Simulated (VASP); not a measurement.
# NaH: optical spectrum

Aim: the dielectric function of NaH for independent particles, and its static limit with local fields. The cell is of the rock-salt type, one of the forms listed for this formula. The start is a cell from a database of measured crystal structures.

Method: PBE; plane waves and PAW (Na_pv, H), in the first sound run; inputs show where later runs differ, in VASP 6.6.1.

**1. The structure**

The structure is cubic, space group Fm-3m (No. 225). Conventional cell: a = 4.880 Å, b = 4.880 Å, c = 4.880 Å, α = 90.00°, β = 90.00°, γ = 90.00°. Nearest to Na lie 6 H at 2.44 Å. Nearest to H lie 6 Na at 2.44 Å. Farther neighbours are not listed.

Structure file:

```xyz
2
Lattice="0.0000 2.4400 2.4400 2.4400 0.0000 2.4400 2.4400 2.4400 0.0000" Properties=species:S:1:pos:R:3 pbc="T T T"
Na    0.0000    0.0000    0.0000
H     2.4400    2.4400    2.4400
```

**2. Ground state**

The ground state comes first.

Input file INCAR:

```
SYSTEM = NaH
PREC = Accurate
ENCUT = 400
EDIFF = 1E-07
NELM = 100
ISMEAR = 0
SIGMA = 0.05
LREAL = .FALSE.
ALGO = Normal
GGA = PE
NBANDS = 10
LORBIT = 11
LWAVE = .FALSE.
LCHARG = .FALSE.
KPAR = 4
```

Input file POSCAR:

```
NaH
1.0
    0.0000000000      2.4400000000      2.4400000000
    2.4400000000      0.0000000000      2.4400000000
    2.4400000000      2.4400000000      0.0000000000
Na H
1 1
Direct
    0.0000000000      0.0000000000      0.0000000000
    0.5000000000      0.5000000000      0.5000000000
```

Input file KPOINTS:

```
Automatic mesh
0
Gamma
8 8 8
0 0 0
```

PAW data sets: Na_pv and H (PBE family, release 64).

Started as:

```console
$ mpirun -np 4 vasp_std
```

What it wrote:

```text
[banner, memory and clock lines left out]
running    4 mpi-ranks, on    1 nodes
 distrk:  each k-point on    1 cores,    4 groups
 distr:  one band on    1 cores,    1 groups

 POSCAR found type information on POSCAR NaH
 POSCAR found :  2 types and       2 ions
 LDA part: xc-table for (Slater+PW92), standard interpolation
 POSCAR, INCAR and KPOINTS ok, starting setup
 FFT: planning ... GRIDC
 FFT: planning ... GRID_SOFT
 FFT: planning ... GRID
 WAVECAR not read
 entering main loop
       N       E                     dE             d eps       ncg     rms          rms(c)
DAV:   1     0.257350135256E+02    0.25735E+02   -0.41495E+03   592   0.669E+02
DAV:   2    -0.470452412914E+01   -0.30440E+02   -0.30215E+02   596   0.160E+02
DAV:   3    -0.549999713147E+01   -0.79547E+00   -0.79459E+00   706   0.281E+01
DAV:   4    -0.550501695500E+01   -0.50198E-02   -0.50194E-02   678   0.212E+00
DAV:   5    -0.550506884827E+01   -0.51893E-04   -0.51892E-04   642   0.228E-01    0.315E+00
DAV:   6    -0.516887076787E+01    0.33620E+00   -0.34000E-01   672   0.297E+00    0.145E+00
DAV:   7    -0.507909168503E+01    0.89779E-01   -0.32649E-01   628   0.227E+00    0.353E-01
DAV:   8    -0.508391864408E+01   -0.48270E-02   -0.10423E-02   624   0.103E+00    0.657E-02
DAV:   9    -0.508388927960E+01    0.29364E-04   -0.11450E-03   684   0.376E-01    0.219E-02
DAV:  10    -0.508387639014E+01    0.12889E-04   -0.57706E-05   660   0.516E-02    0.433E-03
DAV:  11    -0.508387949584E+01   -0.31057E-05   -0.67201E-06   646   0.119E-02    0.347E-03
DAV:  12    -0.508387951962E+01   -0.23787E-07   -0.34519E-07   650   0.338E-03
   1 F= -.50838795E+01 E0= -.50838795E+01  d E =-.624535E-11
```

The job ended after 4.8 s (4 MPI ranks of AMD EPYC 7R43, shared host; peak memory 0.35 GiB; 16 s of CPU time).

Lines that name or quote the potential files are left out of all logs, and their timing lines are given in words.

Parts of OUTCAR (step 2):

```text
ion  position               nearest neighbor table
   1  0.000  0.000  0.000-
   2  0.500  0.500  0.500-

  LATTYP: Found a face centered cubic cell.
 ALAT       =     4.8800000000

 Subroutine GETGRP returns: Found 48 space group operations
 (whereof 48 operations were pure point group operations)

The static configuration has the point symmetry O_h .

 Found     29 irreducible k-points:

   k-points           NKPTS =     29   k-points in BZ     NKDIM =     29   number of bands    NBANDS=     10

   dimension x,y,z NGX =    24 NGY =   24 NGZ =   24
   dimension x,y,z NGXF=    48 NGYF=   48 NGZF=   48

   ENCUT  =  400.0 eV  29.40 Ry    5.42 a.u.   5.63  5.63  5.63*2*pi/ulx,y,z

   NELECT =       8.0000    total number of electrons

 k-points in reciprocal lattice and weights: Automatic mesh
   0.00000000  0.00000000  0.00000000       0.002
   0.12500000  0.00000000  0.00000000       0.016
   0.25000000  0.00000000  0.00000000       0.016
   0.37500000  0.00000000  0.00000000       0.016
   0.50000000  0.00000000  0.00000000       0.008
   0.12500000  0.12500000  0.00000000       0.012
   0.25000000  0.12500000  0.00000000       0.047
   0.37500000  0.12500000  0.00000000       0.047
   0.50000000  0.12500000  0.00000000       0.047
[...]
-0.37500000  0.50000000  0.12500000       0.023
  -0.25000000  0.50000000  0.25000000       0.012

 average (electrostatic) potential at core
       1 -49.1937       2 -34.2994

 E-fermi :  -0.9919

 k-point     1 :       0.0000    0.0000    0.0000
  band No.  band energies     occupation
      1     -23.3561      2.00000
      2     -23.3561      2.00000
      3     -23.3561      2.00000
      4      -4.7413      2.00000
      5       8.9602      0.00000
      6      14.1771      0.00000
      7      14.1771      0.00000
      8      14.1771      0.00000
      9      14.9687      0.00000
    ...

 k-point     2 :       0.1250    0.0000    0.0000
  band No.  band energies     occupation
      1     -23.3686      2.00000
      2     -23.3576      2.00000
      3     -23.3576      2.00000
      4      -4.4795      2.00000
      5       8.1168      0.00000
      6      11.5863      0.00000
      7      13.3590      0.00000
      8      13.3590      0.00000
      9      15.9807      0.00000
    ...

 k-point     3 :       0.2500    0.0000    0.0000
  band No.  band energies     occupation
      1     -23.3985      2.00000
      2     -23.3612      2.00000
      3     -23.3612      2.00000
      4      -3.7347      2.00000
      5       5.8833      0.00000
      6      10.1198      0.00000
      7      12.5899      0.00000
      8      12.5900      0.00000
      9      15.9431      0.00000
    ...

  Total       -0.2018654     -0.2018654     -0.2018654      0.0000000     -0.0000000      0.0000000
  in kB      -11.1319963    -11.1319963    -11.1319963      0.0000000     -0.0000000      0.0000000
  external PRESSURE =     -11.1319963 kB  Pullay stress =       0.0000000 kB

  energy-cutoff  :      400.00
  volume of cell :       29.05
      direct lattice vectors                 reciprocal lattice vectors
     0.000000000  2.440000000  2.440000000    -0.204918033  0.204918033  0.204918033
     2.440000000  0.000000000  2.440000000     0.204918033 -0.204918033  0.204918033
     2.440000000  2.440000000  0.000000000     0.204918033  0.204918033 -0.204918033

 POSITION                                       TOTAL-FORCE (eV/Angst)
 -----------------------------------------------------------------------------------
      0.00000      0.00000      0.00000         0.000000      0.000000      0.000000
      2.44000      2.44000      2.44000        -0.000000     -0.000000     -0.000000
 -----------------------------------------------------------------------------------
    total drift:                                0.000000     -0.000000     -0.000000

  FREE ENERGIE OF THE ION-ELECTRON SYSTEM (eV)
  ---------------------------------------------------
  free  energy   TOTEN  =        -5.0838795196 eV

  energy  without entropy=       -5.0838795196  energy(sigma->0) =       -5.08387952

 total charge
# of ion       s       p       d       tot
------------------------------------------
    1        0.058   5.985   0.000   6.043
    2        0.513   0.000   0.000   0.513
--------------------------------------------------
tot          0.571   5.985   0.000   6.557

[... 3 further parts left out ...]
```

The gap is read on the k-mesh alone, so it is an upper bound where the band edges lie off the mesh.

Numbers from this step:

```
free energy (TOTEN)            : -5.084 eV
Fermi energy                   : -0.9919 eV
pressure                       : -1.113 GPa
gap on the k-mesh              : 3.707 eV
least direct gap on the k-mesh : 4.550 eV
```

The cell has a gap of 3.71 eV on this mesh.

**3. Spectrum**

LOPTICS sums the direct transitions; the mesh is finer and NBANDS larger than for the ground state.

INCAR, as its differences from that of step 2:

```diff
@@ -10,4 +10,3 @@
 GGA = PE
-NBANDS = 10
-LORBIT = 11
+NBANDS = 20
 LWAVE = .FALSE.
@@ -15 +14,4 @@
 KPAR = 4
+LOPTICS = .TRUE.
+NEDOS = 2000
+CSHIFT = 0.2
```

POSCAR is that of step 2.

Input file KPOINTS:

```
Automatic mesh
0
Gamma
12 12 12
0 0 0
```

Started as:

```console
$ mpirun -np 4 vasp_std
```

What it wrote:

```text
[... set-up lines as in an earlier step ...]
 entering main loop
       N       E                     dE             d eps       ncg     rms          rms(c)
DAV:   1     0.588863794903E+02    0.58886E+02   -0.30725E+03  3028   0.335E+02
DAV:   2    -0.295538809736E+01   -0.61842E+02   -0.59185E+02  3256   0.154E+02
DAV:   3    -0.549379833090E+01   -0.25384E+01   -0.25314E+01  3464   0.263E+01
DAV:   4    -0.550509728673E+01   -0.11299E-01   -0.11298E-01  3416   0.174E+00
DAV:   5    -0.550513153859E+01   -0.34252E-04   -0.34251E-04  3384   0.981E-02    0.315E+00
DAV:   6    -0.516880162213E+01    0.33633E+00   -0.29475E-01  3424   0.148E+00    0.146E+00
DAV:   7    -0.507909371151E+01    0.89708E-01   -0.28166E-01  3372   0.115E+00    0.358E-01
DAV:   8    -0.508404491539E+01   -0.49512E-02   -0.10022E-02  3304   0.533E-01    0.700E-02
DAV:   9    -0.508393370917E+01    0.11121E-03   -0.89352E-04  3512   0.199E-01    0.239E-02
DAV:  10    -0.508392548749E+01    0.82217E-05   -0.70842E-05  3416   0.276E-02    0.379E-03
DAV:  11    -0.508392784280E+01   -0.23553E-05   -0.32298E-06  3416   0.472E-03    0.248E-03
DAV:  12    -0.508392780591E+01    0.36883E-07   -0.12387E-07  3560   0.168E-03
   1 F= -.50839278E+01 E0= -.50839278E+01  d E =-.773831E-11
 optical routines
 imaginary and real dielectric function
 recalculating local potential from charge density
 direction            1
 direction            2
 direction            3
```

Wall time 16 s (4 MPI ranks); peak memory 0.49 GiB; 62 s of CPU time.

Parts of OUTCAR (step 3):

```text
The static configuration has the point symmetry O_h .

 Found     72 irreducible k-points:

   k-points           NKPTS =     72   k-points in BZ     NKDIM =     72   number of bands    NBANDS=     20

   NELECT =       8.0000    total number of electrons

 E-fermi :  -1.0005

 k-point     1 :       0.0000    0.0000    0.0000
  band No.  band energies     occupation
      1     -23.3561      2.00000
      2     -23.3561      2.00000
      3     -23.3561      2.00000
      4      -4.7413      2.00000
      5       8.9603      0.00000
      6      14.1771      0.00000
      7      14.1771      0.00000
      8      14.1771      0.00000
      9      14.9687      0.00000
    ...

 k-point     2 :       0.0833    0.0000    0.0000
  band No.  band energies     occupation
      1     -23.3619      2.00000
      2     -23.3568      2.00000
      3     -23.3568      2.00000
      4      -4.6242      2.00000
      5       8.5879      0.00000
      6      12.4239      0.00000
      7      13.6783      0.00000
      8      13.6783      0.00000
      9      15.5787      0.00000
    ...

  Total       -0.2017565     -0.2017565     -0.2017565      0.0000000     -0.0000000      0.0000000
  in kB      -11.1259875    -11.1259875    -11.1259875      0.0000000     -0.0000000      0.0000000
  external PRESSURE =     -11.1259875 kB  Pullay stress =       0.0000000 kB

 POSITION                                       TOTAL-FORCE (eV/Angst)
 -----------------------------------------------------------------------------------
      0.00000      0.00000      0.00000         0.000000      0.000000      0.000000
      2.44000      2.44000      2.44000        -0.000000      0.000000     -0.000000
 -----------------------------------------------------------------------------------
    total drift:                                0.000000     -0.000000     -0.000000

  FREE ENERGIE OF THE ION-ELECTRON SYSTEM (eV)
  ---------------------------------------------------
  free  energy   TOTEN  =        -5.0839278059 eV

  energy  without entropy=       -5.0839278059  energy(sigma->0) =       -5.08392781

 plasma frequency squared (from intraband transitions) (eV^2)
  --------------------------------------------------------------------------------------
       0.000      -0.000       0.000
      -0.000       0.000       0.000
       0.000       0.000       0.000

[... 7 parts as in an earlier step ...]

[... 5 further parts left out ...]
```

These are independent-particle spectra without excitons or local fields, and fine structure depends on the mesh and on CSHIFT.

This step gave:

```yaml
fermi_energy: -1.000 eV
```

Absorption under the direct gap is the tail of the CSHIFT broadening, and fine structure depends on the mesh. Table of imaginary dielectric function, xx by photon energy; read off at these points:

photon energy (eV), imaginary dielectric function, xx and a bar:
```
      0.0       0.00 
      1.0       0.03 
      2.0       0.07 
      3.0       0.16 #
      4.0       0.59 ##
      5.0       7.41 #########################
      5.4       8.92 ##############################
      6.0       4.73 ################
      7.0       1.86 ######
      8.0       1.12 ####
      9.0       0.89 ###
     10.0       0.54 ##
     11.0       0.43 #
     12.0       0.38 #
     13.0       0.32 #
     14.0       0.30 #
     15.0       0.17 #
     16.0       0.09 
     17.0       0.10 
     18.0       0.06 
     19.0       0.06 
     20.0       0.07 
     21.0       0.11 
     22.0       0.06 
     23.0       0.05 
     24.0       0.04
```

Table of real dielectric function, xx by photon energy:

photon energy (eV), real dielectric function, xx and a bar from the least value:
```
      0.0       3.13 ###############
      0.5       3.15 ###############
      1.0       3.20 ###############
      1.5       3.29 ################
      2.0       3.42 ################
      2.5       3.64 #################
      3.0       3.96 ##################
      3.5       4.48 ####################
      4.0       5.44 #######################
      4.5       7.47 ##############################
      5.0       6.40 ##########################
      5.5       0.48 ######
      6.0      -1.31 
      6.5      -1.02 #
      7.0      -0.91 #
      7.5      -0.88 #
      8.0      -0.38 ###
      8.5      -0.20 ####
      9.0      -0.17 ####
      9.5      -0.03 ####
     10.0       0.12 #####
     10.5       0.11 #####
     11.0       0.19 #####
     11.5       0.29 #####
     12.0       0.28 #####
     12.5       0.44 ######
     13.0       0.42 ######
     13.5       0.51 ######
     14.0       0.51 ######
     14.5       0.54 ######
     15.0       0.58 ######
     15.5       0.59 ######
     16.0       0.64 #######
     16.5       0.70 #######
     17.0       0.69 #######
     17.5       0.72 #######
     18.0       0.74 #######
     18.5       0.78 #######
     19.0       0.81 #######
     19.5       0.82 #######
     20.0       0.86 #######
     20.5       0.86 #######
     21.0       0.85 #######
     21.5       0.83 #######
     22.0       0.85 #######
     22.5       0.86 #######
     23.0       0.87 #######
     23.5       0.88 #######
     24.0       0.90 ########
     24.5       0.91 ########
```

[end of part 1 of 3]

[Lines on the potential files, build, host, timing and source positions are cut from VASP's logs without a mark.]

[Logs are printed without paths, hosts, clocks, repeated set-up lines and the standing remarks that a program may print on its own settings, such as how far it seeks lower states.]

[Hosts, paths, dates, database ids (printed as entryN), source tags and the programs' standing remarks are cut or masked in the printed files.]
